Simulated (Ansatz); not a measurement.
# SnO2: the cost of one run

All numbers below are computed with Ansatz 0.2.0 (DFT PBEsol, scalar-relativistic, plane waves, PAW).

4 further runs of the same task are left out: 4 set aside as unsound or not needed.

## Step 1: The structure to begin with

The cell holds 23 atoms (O16Sn7): a = 6.744 Å, b = 6.744 Å, c = 8.001 Å, α = 114.92°, β = 114.92°, γ = 90.00°.

The coordinates of this cell stand in the input of its own run.

The host was relaxed before at PBEsol: a = 4.768 Å, b = 4.768 Å, c = 3.212 Å, α = 90.00°, β = 90.00°, γ = 90.00° (conventional cell), 12.174 Å³/atom.

Places, in fractions of the supercell: a vacancy on Sn at (0.625, 0.125, 0.250). Its neighbours start displaced at random by about 0.03 Å.

## Step 2: Band edges of the host over the zone

input.yaml reads:

```yaml
crystal:
  lattice:
    - [4.7684401835, 0.0, 0.0]
    - [0.0, 4.7684401835, 0.0]
    - [0.0, 0.0, 3.212395705]
  atoms:
    - { symbol: Sn, position: [0.5, 0.5, 0.5] }
    - { symbol: Sn, position: [0.0, 0.0, 0.0] }
    - { symbol: O, position: [0.1937455604, 0.8062544396, 0.5] }
    - { symbol: O, position: [0.8062544396, 0.1937455604, 0.5] }
    - { symbol: O, position: [0.3062544396, 0.3062544396, 0.0] }
    - { symbol: O, position: [0.6937455604, 0.6937455604, 0.0] }
basis:
  ecutwfc: 420
  xc_grid: 2
kpoints:
  mp_grid: { grid: [6, 6, 8] }
  band_path: { path: [VBM, CBM], npoints: 2 }
hamiltonian:
  xc: pbesol
scf:
  occupations: { method: gaussian, width: 0.02 }
output:
  forces: true
  stress: true
  eigenvalues: true
```

Run with:

```console
$ ansatz run input.yaml --threads 8 --pin off --max-ram 16384MiB --backend cpu --events-out ev --progress --plain --runs-dir out
```

**Question.** How long does this run take on 8 threads of Arm Neoverse V1, shared host, and how much memory does it need?

About 2.3 s, with a peak of 0.47 GiB.
